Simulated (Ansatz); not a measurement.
# Rh: levels along high-symmetry lines

```
CELL_PARAMETERS angstrom
0.00000 1.90299 1.90299
1.90299 0.00000 1.90299
1.90299 1.90299 0.00000
ATOMIC_POSITIONS crystal
Rh 0.00000 0.00000 0.00000
```

The cell is the one relaxed in the Materials Project (mp-74), not relaxed further here; entries there can be hypothetical.

Spin polarisation is left out, and whether a magnetic state lies lower isn't shown here.

The calculation used DFT, LDA, all-electron LAPW, scalar-relativistic in Ansatz 0.2.0.

Settings: a Γ-centred 18×18×18 k mesh, Fermi–Dirac smearing of 0.05 eV, basis error target 0.5 meV/atom, no spin polarisation.

Points in fractions of the reciprocal vectors of this cell: Γ (0, 0, 0), X (0.5, 0, 0.5), U (0.625, 0.25, 0.625), K (0.375, 0.375, 0.75), L (0.5, 0.5, 0.5), W (0.5, 0.25, 0.75). The path joins them by straight lines in the order Γ–X–U–K–Γ–L–W–X; legs that retrace an earlier one aren't tabulated. Energies are in eV from the Fermi level.

Question: Is there a gap?

Answer: none: with an odd electron count and no spin polarisation the bands can't all be full, a metal in this set-up (spin order or a larger cell could open a gap).

Question: List the levels between -8 and 6 eV at the symmetry points.

Answer: 
Γ: -3.11 (×3), -0.99 (×2)
X: -6.33, -5.97, 0.56, 0.98 (×2), 3.17
U: -5.53, -4.78, -2.09, -0.69, 0.36
K: -5.53, -4.78, -2.09, -0.69, 0.36
L: -6.17, -3.17 (×2), 0.57 (×2), 0.67
W: -5.03, -3.83 (×2), -1.21, 0.99
